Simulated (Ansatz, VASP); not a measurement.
Given: the input of a run of Ansatz 0.2.0 on Al.

The input input.yaml:

```yaml
crystal:
  lattice:
    - [0.0, 2.0645171409, 2.0645171409]
    - [2.0645171409, 0.0, 2.0645171409]
    - [2.0645171409, 2.0645171409, 0.0]
  atoms:
    - { symbol: Al, position: [0.0, 0.0, 0.0] }
hamiltonian:
  xc: blyp
  pseudopotentials: { kind: paw }
  dispersion: d3bj
kpoints:
  mp_grid: { grid: [11, 11, 11] }
scf:
  occupations: { method: fermi_dirac, width: 0.05 }
output:
  forces: true
  stress: true
  eigenvalues: true
```

Potentials or basis: Ansatz PAW.

Launch:

```sh
$ ansatz run input.yaml --threads 2 --pin off --max-ram 5120MiB --backend cpu --events-out ev --progress --plain --runs-dir out
```

Problem. Translate it to VASP 6.6.1. Potentials there: VASP PAW PBE potentials, release 64 (Al).

Solution. As run (the cutoff follows the program's own potentials):

Contents of INCAR:

```
SYSTEM = Al
PREC = Accurate ; ENCUT = 520
EDIFF = 1E-7 ; ISMEAR = -1
SIGMA = 0.05 ; LREAL = .False.
LASPH = .True. ; NELM = 100
ALGO = Normal ; ISIF = 2
LWAVE = .False. ; LCHARG = .True.
GGA = B5 ; ALDAX = 1.0
AGGAX = 1.0 ; AGGAC = 1.0
ALDAC = 0.0 ; IVDW = 12
VDW_S6 = 1.0 ; VDW_S8 = 2.6996
VDW_A1 = 0.4298 ; VDW_A2 = 4.2359
LELF = .True. ; LVHAR = .True.
NBANDS = 8
```

Contents of KPOINTS:

```
Automatic mesh
0
Gamma
  11 11 11
  0 0 0
```

POSCAR

```
Al
1.0
    0.0000000000      2.0645171409      2.0645171409
    2.0645171409      0.0000000000      2.0645171409
    2.0645171409      2.0645171409      0.0000000000
Al
1
Direct
    0.0000000000      0.0000000000      0.0000000000
```

Potentials or basis: VASP PAW PBE potentials, release 64 (Al).

The run is started by

```sh
$ cat potpaw_PBE.64/Al/POTCAR > POTCAR
$ mpirun -np 1 vasp_std > vasp.out
```

Both were run:

|  | VASP | Ansatz | Ansatz less VASP |
| --- | --- | --- | --- |
| gap on the k mesh at the Fermi level (eV) | none | none | - |
| pressure (GPa) | -7.4 | -7.5 | -0.08 |
| dispersion energy (meV/atom) | -725.0 | -725.0 | -0.08 |

A gap of «none» marks a metal or a gap that the smearing closes.

Caveats: pairwise dispersion overbinds metals, which lowers pressure and volume; the PAW data sets were made with another functional, which shifts forces and pressure a little (VASP); the PAW data sets come from PBE, with cores solved anew for the run's functional, which leaves a small shift of forces and pressure (Ansatz).
